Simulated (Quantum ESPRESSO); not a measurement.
# Ta (P6_3/mmc) in Quantum ESPRESSO: single point with PBEsol

Aim: the single point of Ta with PBEsol.

All numbers are computed with Quantum ESPRESSO 7.5; they aren't measurements. Logs are shortened: lines on timing, memory, paths and dates and some standing lists are left out, and cuts for length are marked.

## 1. The crystal as given

The structure is hexagonal, space group P6_3/mmc (No. 194). The conventional cell has a = 2.900 Å, b = 2.900 Å, c = 5.166 Å, α = 90.00°, β = 90.00°, γ = 120.00°. Ta (site symmetry -6m2) is surrounded by 12 Ta at 2.90 to 3.08 Å.

This isn't the form of Ta at room conditions, which is bcc.

## 2. Single point, PBEsol

run.py reads:

```python
import numpy as np
from ase.calculators.espresso import Espresso, EspressoProfile
from ase.io import read

atoms = read('POSCAR')

input_data = {
    'control': {'calculation': 'scf', 'prefix': 'pwscf', 'outdir': './tmp', 'tprnfor': True, 'tstress': True, 'disk_io': 'nowf'},
    'system': {'ecutwfc': 56.0, 'ecutrho': 448.0, 'nbnd': 20, 'occupations': 'smearing', 'smearing': 'fd', 'degauss': 0.00367493},
    'electrons': {'conv_thr': 4e-10, 'electron_maxstep': 120, 'mixing_beta': 0.5},
}
pseudopotentials = {'Ta': 'ta_pbesol_v1.uspp.F.UPF'}
profile = EspressoProfile(command='mpirun -n 2 pw.x -nk 2', pseudo_dir='pseudo')
dft = Espresso(profile=profile, input_data=input_data, pseudopotentials=pseudopotentials, kpts=(11, 11, 5), koffset=(0, 0, 0))
atoms.calc = dft

print(f'energy {atoms.get_potential_energy():.8f} eV')
print('forces (eV/A)')
print(np.round(atoms.get_forces(), 6))
print('stress (eV/A^3, Voigt)')
print(np.round(atoms.get_stress(), 8))
print(f'Fermi level {dft.get_fermi_level():.4f} eV')
```

POSCAR reads:

```
Ta
1.0
    2.9003720726      0.0000000000      0.0000000000
   -1.4501860363      2.5117958953      0.0000000000
    0.0000000000      0.0000000000      5.1662740000
Ta
2
Direct
    0.3333333333      0.6666666667      0.2500000000
    0.6666666667      0.3333333333      0.7500000000
```

Potentials or basis: GBRV 1.5 PBEsol.

Launch:

```sh
OMP_NUM_THREADS=1 python run.py
```

Log:

```text
energy -3856.71825616 eV
forces (eV/A)
[[0. 0. 0.]
 [0. 0. 0.]]
stress (eV/A^3, Voigt)
[ 0.0506621  0.0506621  0.0389106  0.         0.        -0.       ]
Fermi level 17.9875 eV
```

espresso.pwi:

```text
&CONTROL
   calculation      = 'scf'
   tstress          = .true.
   tprnfor          = .true.
   outdir           = './tmp'
   prefix           = 'pwscf'
   disk_io          = 'nowf'
   pseudo_dir       = 'pseudo'
/
&SYSTEM
   nbnd             = 20
   ecutwfc          = 56.0
   ecutrho          = 448.0
   occupations      = 'smearing'
   degauss          = 0.00367493
   smearing         = 'fd'
   ntyp             = 1
   nat              = 2
   ibrav            = 0
/
&ELECTRONS
   electron_maxstep = 120
   conv_thr         = 4e-10
   mixing_beta      = 0.5
/
&IONS
/
&CELL
/
&FCP
/
&RISM
/
ATOMIC_SPECIES
Ta 180.94788 ta_pbesol_v1.uspp.F.UPF

K_POINTS automatic
11 11 5  0 0 0

CELL_PARAMETERS angstrom
2.90037207260000 0.00000000000000 0.00000000000000
-1.45018603630000 2.51179589530000 0.00000000000000
0.00000000000000 0.00000000000000 5.16627400000000

ATOMIC_POSITIONS angstrom
Ta -0.0000000001 1.6745305970 1.2915685000  
Ta 1.4501860364 0.8372652983 3.8747055000
```

espresso.pwo:

```text
This program is part of the open-source Quantum ESPRESSO suite
     for quantum simulation of materials; please cite
         "P. Giannozzi et al., J. Phys.:Condens. Matter 21 395502 (2009);
         "P. Giannozzi et al., J. Phys.:Condens. Matter 29 465901 (2017);
         "P. Giannozzi et al., J. Chem. Phys. 152 154105 (2020);
     in publications or presentations arising from this work. More details at

Warning: card &CELL ignored
Warning: card &FCP ignored
Warning: card &RISM ignored

     Message from routine setup:
     using ibrav=0 with symmetry is DISCOURAGED, use correct ibrav instead

     K-points division:     npool     =       2
     Subspace diagonalization in iterative solution of the eigenvalue problem:
     a serial algorithm will be used

     G-vector sticks info
     --------------------
     sticks:   dense  smooth     PW     G-vecs:    dense   smooth      PW
     Sum         925     463    139                40625    14369    2383

     Using Slab Decomposition

     bravais-lattice index     =            0
     lattice parameter (alat)  =       5.4809  a.u.
     unit-cell volume          =     253.9874 (a.u.)^3
     number of atoms/cell      =            2
     number of atomic types    =            1
     number of electrons       =        26.00
     number of Kohn-Sham states=           20
     kinetic-energy cutoff     =      56.0000  Ry
     charge density cutoff     =     448.0000  Ry
     scf convergence threshold =      4.0E-10
     mixing beta               =       0.5000
     number of iterations used =            8  plain     mixing
     Exchange-correlation= SLA  PW   PSX  PSC
                           (   1   4  10   8   0   0   0)

     celldm(1)=   5.480909  celldm(2)=   0.000000  celldm(3)=   0.000000
     celldm(4)=   0.000000  celldm(5)=   0.000000  celldm(6)=   0.000000

     crystal axes: (cart. coord. in units of alat)
               a(1) = (   1.000000   0.000000   0.000000 )
               a(2) = (  -0.500000   0.866025   0.000000 )
               a(3) = (   0.000000   0.000000   1.781245 )

     reciprocal axes: (cart. coord. in units 2 pi/alat)
               b(1) = (  1.000000  0.577350 -0.000000 )
               b(2) = (  0.000000  1.154701  0.000000 )
               b(3) = (  0.000000 -0.000000  0.561405 )

     PseudoPot. # 1 for Ta read from file:
     ta_pbesol_v1.uspp.F.UPF
     Pseudo is Ultrasoft + core correction, Zval = 13.0
     Generated by new atomic code, or converted to UPF format
     Using radial grid of  921 points,  7 beta functions with:
                l(1) =   0
                l(2) =   0
                l(3) =   1
                l(4) =   1
                l(5) =   2
                l(6) =   2
                l(7) =   3
     Q(r) pseudized with  6 coefficients,  rinner =    1.300   1.300   1.300
                                                       1.300   1.300   1.300
                                                       1.300

     atomic species   valence    mass     pseudopotential
     Ta               13.00   180.94788     Ta( 1.00)

     24 Sym. Ops., with inversion, found (12 have fractional translation)

   Cartesian axes

     site n.     atom                  positions (alat units)
         1        Ta     tau(   1) = (  -0.0000000   0.5773503   0.4453113  )
         2        Ta     tau(   2) = (   0.5000000   0.2886751   1.3359339  )

     number of k points=    48  Fermi-Dirac smearing, width (Ry)=  0.0037
                       cart. coord. in units 2pi/alat
        k(    1) = (   0.0000000   0.0000000   0.0000000), wk =   0.0033058
        k(    2) = (   0.0000000   0.0000000   0.1122810), wk =   0.0066116
        k(    3) = (   0.0000000   0.0000000   0.2245620), wk =   0.0066116
        k(    4) = (   0.0000000   0.1049728   0.0000000), wk =   0.0198347
        k(    5) = (   0.0000000   0.1049728   0.1122810), wk =   0.0396694
        k(    6) = (   0.0000000   0.1049728   0.2245620), wk =   0.0396694
[... 40 lines left out ...]
        k(   47) = (   0.2727273   0.5773503   0.1122810), wk =   0.0396694
        k(   48) = (   0.2727273   0.5773503   0.2245620), wk =   0.0396694

     Dense  grid:    40625 G-vectors     FFT dimensions: (  40,  40,  72)

     Smooth grid:    14369 G-vectors     FFT dimensions: (  27,  27,  48)

     Initial potential from superposition of free atoms

     starting charge      25.9980, renormalised to      26.0000

     negative rho (up, down):  1.854E-01 0.000E+00
     Starting wfcs are   26 randomized atomic wfcs

     Self-consistent Calculation

     iteration #  1     ecut=    56.00 Ry     beta= 0.50
     Davidson diagonalization with overlap
     ethr =  1.00E-02,  avg # of iterations =  2.0

     Threshold (ethr) on eigenvalues was too large:
     Diagonalizing with lowered threshold

     Davidson diagonalization with overlap
     ethr =  1.76E-04,  avg # of iterations =  2.5

     negative rho (up, down):  1.900E-01 0.000E+00

     total energy              =    -283.46022135 Ry
     estimated scf accuracy    <       0.05248805 Ry

     iteration #  2     ecut=    56.00 Ry     beta= 0.50
     Davidson diagonalization with overlap
     ethr =  2.02E-04,  avg # of iterations =  2.0

     negative rho (up, down):  1.938E-01 0.000E+00

     total energy              =    -283.46307003 Ry
     estimated scf accuracy    <       0.00464460 Ry

     iteration #  3     ecut=    56.00 Ry     beta= 0.50
     Davidson diagonalization with overlap
     ethr =  1.79E-05,  avg # of iterations =  2.1

     negative rho (up, down):  1.955E-01 0.000E+00

     total energy              =    -283.46357164 Ry
     estimated scf accuracy    <       0.00025448 Ry

     iteration #  4     ecut=    56.00 Ry     beta= 0.50
     Davidson diagonalization with overlap
     ethr =  9.79E-07,  avg # of iterations =  2.0
[... 19 lines left out ...]
     negative rho (up, down):  1.956E-01 0.000E+00

     total energy              =    -283.46358827 Ry
     estimated scf accuracy    <       0.00000002 Ry

     iteration #  7     ecut=    56.00 Ry     beta= 0.50
     Davidson diagonalization with overlap
     ethr =  7.59E-11,  avg # of iterations =  1.2

     negative rho (up, down):  1.956E-01 0.000E+00

     total energy              =    -283.46358827 Ry
     estimated scf accuracy    <          2.8E-09 Ry

     iteration #  8     ecut=    56.00 Ry     beta= 0.50
     Davidson diagonalization with overlap
     ethr =  1.08E-11,  avg # of iterations =  2.0

     negative rho (up, down):  1.956E-01 0.000E+00

     End of self-consistent calculation

          k = 0.0000 0.0000 0.0000 (  1835 PWs)   bands (ev):

   -49.6296 -49.5710 -16.5431 -15.7288 -15.6111 -15.6111 -15.5292 -15.5292
     9.7928  13.0697  17.4128  17.8527  18.5686  18.5686  19.1303  19.1303
    20.9280  20.9280  23.0842  23.0842

          k = 0.0000 0.0000 0.1123 (  1835 PWs)   bands (ev):

   -49.6241 -49.5766 -16.4693 -15.8109 -15.6033 -15.6033 -15.5370 -15.5370
    10.1347  12.8795  17.2423  17.3671  18.5308  18.5308  18.9952  18.9952
    21.2528  21.2528  23.0268  23.0268

          k = 0.0000 0.0000 0.2246 (  1818 PWs)   bands (ev):

   -49.6095 -49.5913 -16.2725 -16.0212 -15.5829 -15.5829 -15.5576 -15.5576
    11.0483  12.1562  16.8274  16.9039  18.5476  18.5476  18.7290  18.7290
    21.9851  21.9851  22.6836  22.6836

          k = 0.0000 0.1050 0.0000 (  1817 PWs)   bands (ev):

   -49.6219 -49.5654 -16.5169 -15.7318 -15.6957 -15.6341 -15.6154 -15.5448
    10.1062  13.4071  17.4395  17.4719  18.3874  18.8327  18.8696  19.4247
    20.4395  20.6660  23.2087  23.7244

          k = 0.0000 0.1050 0.1123 (  1812 PWs)   bands (ev):

   -49.6166 -49.5708 -16.4472 -15.8180 -15.6862 -15.6256 -15.6159 -15.5534
    10.4413  13.2135  17.0359  17.3181  18.2187  18.7823  18.8138  19.2743
    20.8891  21.0399  23.0982  23.3856
[... 237 lines left out ...]
   -49.5127 -49.5084 -16.4588 -16.4530 -16.1441 -16.1132 -15.8945 -15.8488
    14.9377  14.9402  16.2665  16.7592  17.0719  17.5365  19.0397  19.9360
    22.5740  23.7388  26.1768  26.1908

          k = 0.2727 0.5774 0.0000 (  1796 PWs)   bands (ev):

   -49.5091 -49.5032 -16.4335 -16.3294 -16.2246 -16.1073 -16.0114 -15.9299
    15.0801  15.6857  15.9648  16.4844  17.4765  17.4879  18.9661  21.7632
    22.0632  22.3525  25.2496  25.4721

          k = 0.2727 0.5774 0.1123 (  1787 PWs)   bands (ev):

   -49.5086 -49.5037 -16.4364 -16.3639 -16.2461 -16.1346 -15.9562 -15.8952
    15.0568  15.8675  16.0304  16.0867  17.3531  17.5532  19.0643  21.2320
    22.1379  22.8589  25.4160  25.6380

          k = 0.2727 0.5774 0.2246 (  1795 PWs)   bands (ev):

   -49.5071 -49.5052 -16.4421 -16.4194 -16.2369 -16.1879 -15.8809 -15.8589
    15.1016  15.4419  16.2470  16.2535  17.2211  17.4473  19.3214  19.9938
    22.8953  23.3015  26.3424  26.4817

     the Fermi energy is    17.9875 ev

!    total energy              =    -283.46358827 Ry
     estimated scf accuracy    <          2.9E-11 Ry
     smearing contrib. (-TS)   =      -0.00139253 Ry
     internal energy E=F+TS    =    -283.46219575 Ry

     The total energy is F=E-TS. E is the sum of the following terms:
     one-electron contribution =     -35.09753997 Ry
     hartree contribution      =      29.57824926 Ry
     xc contribution           =     -83.94962151 Ry
     ewald contribution        =    -193.99328353 Ry

     convergence has been achieved in   8 iterations

     negative rho (up, down):  1.956E-01 0.000E+00

     Forces acting on atoms (cartesian axes, Ry/au):

     atom    1 type  1   force =     0.00000000    0.00000000    0.00000000
     atom    2 type  1   force =     0.00000000    0.00000000    0.00000000

     Total force =     0.000000     Total SCF correction =     0.000000

     Computing stress (Cartesian axis) and pressure

     negative rho (up, down):  1.956E-01 0.000E+00
          total   stress  (Ry/bohr**3)                   (kbar)     P=      -74.89
  -0.00055178   0.00000000  -0.00000000          -81.17        0.00       -0.00
   0.00000000  -0.00055178  -0.00000000            0.00      -81.17       -0.00
  -0.00000000  -0.00000000  -0.00042379           -0.00       -0.00      -62.34

=------------------------------------------------------------------------------=
   JOB DONE.
=------------------------------------------------------------------------------=
```

Wall time 19 s (2 MPI ranks of Arm Neoverse V1, shared host); peak memory 0.38 GiB.

Results:

* Free energy: -3856.7186 eV
* Pressure: -7.5 GPa
* Band gap on the k mesh: none (metal or under the smearing width)
